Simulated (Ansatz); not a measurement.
A run of Ansatz 0.2.0:

input.yaml

```yaml
crystal:
  lattice:
    - [2.179074559, 1.2868119499, 3.758]
    - [-2.129325441, 1.2006439499, 3.758]
    - [-0.049749118, -2.4874558998, 3.758]
  atoms:
    - { symbol: Sb, position: [0.76651, 0.76651, 0.76651] }
    - { symbol: Sb, position: [0.23349, 0.23349, 0.23349] }
kpoints:
  mp_grid: { grid: [8, 8, 8] }
scf:
  occupations: { method: fermi_dirac, width: 0.05 }
hamiltonian:
  xc: pbe
  pseudopotentials: { kind: all_electron, lapw: { basis_error: 0.001 } }
output:
  forces: true
  stress: true
relax:
  f_tol: 0.02
  max_steps: 60
```

Potentials or basis: all-electron LAPW, scalar-relativistic.

Launch:

```console
$ ansatz run input.yaml --threads 1 --pin off --max-ram 3072MiB --backend cpu --events-out ev --progress --plain --runs-dir out
```

Hardware: 1 thread of Arm Neoverse V2 (shared host).

Question: How long does it take, and how much memory?

Answer: Wall time 2.4 min on 1 thread of Arm Neoverse V2, with other jobs on the host, peak memory 0.86 GiB. Counts: scf iterations 19, plane waves 557, k points 260, bands 28, ion steps 4.
